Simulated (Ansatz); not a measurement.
# TiAl (P4/mmm), an elastic constant from a strain scan

These are results of DFT PBE, scalar-relativistic, plane waves, PAW in Ansatz 0.2.0, not measurements. Settings: plane waves to 420 eV, k-mesh 22×22×16 (Γ-centred), Gaussian smearing 0.15 eV. No spin polarisation. Energies are free energies at this smearing, counted from the undisturbed cell; pressure is positive in compression.

The undisturbed cell (relaxed at this level; it needn't be the usual structure):

```
Ti Al
1.0
     2.82209    0.00000    0.00000
     0.00000    2.82209    0.00000
     0.00000    0.00000    4.07677
Ti Al
1 1
Direct
  0.00000 0.00000 0.00000
  0.50000 0.50000 0.50000
```

The cell is strained by ε times the Voigt pattern (1, -1, 0, 0, 0, 0) (xx, yy, zz, yz, xz, xy; engineering shear) with fractional coordinates fixed. The cell holds 2 atoms in V0 = 32.47 Å³. The stress column is τ = (1/V0) dE/dε, got from the stress tensor σ (compression positive) at each point as −det(1 + εP) σ : P(1 + εP)⁻¹, with P the pattern as a tensor.

| ε | ΔE (meV/atom) | τ (GPa) |
| --- | --- | --- |
| -0.0350 | 16.732 | -9.662 |
| -0.0300 | 12.209 | -8.194 |
| -0.0250 | 8.424 | -6.753 |
| -0.0200 | 5.360 | -5.346 |
| -0.0150 | 3.001 | -3.973 |
| -0.0100 | 1.329 | -2.630 |
| -0.0050 | 0.332 | -1.310 |
| 0.0000 | 0.000 | 0.000 |
| 0.0050 | 0.332 | 1.310 |
| 0.0100 | 1.329 | 2.630 |
| 0.0150 | 3.001 | 3.973 |
| 0.0200 | 5.360 | 5.346 |
| 0.0250 | 8.424 | 6.753 |
| 0.0300 | 12.209 | 8.194 |
| 0.0350 | 16.732 | 9.662 |
| 0.0400 | ? | ? |

Which combination of elastic constants does this scan measure, and how large is it?

For small ε, τ = τ0 + Kε with K = pᵀCp, which for this pattern is C11 + C22 − 2 C12 in the Cartesian frame shown. The parabola through τ at ε = -0.0050, 0 and 0.0050 has slope K = 262 GPa at zero. The energies per cell, E = NΔE, of the same two points give K = 2[E(ε₊)/ε₊ − E(ε₋)/ε₋]/[(ε₊ − ε₋)V0] = 262 GPa, in agreement.

Predict the withheld row at ε = 0.0400 from the harmonic law, and compare.

ΔE = V0(τ0 ε + Kε²/2)/N = 21.233 meV/atom and τ = 10.48 GPa. The calculation gives 22.002 meV/atom and 11.15 GPa, a miss of 3.6 % of the harmonic energy, so the harmonic law still holds here.

In a metal these slopes depend on the k mesh and the smearing.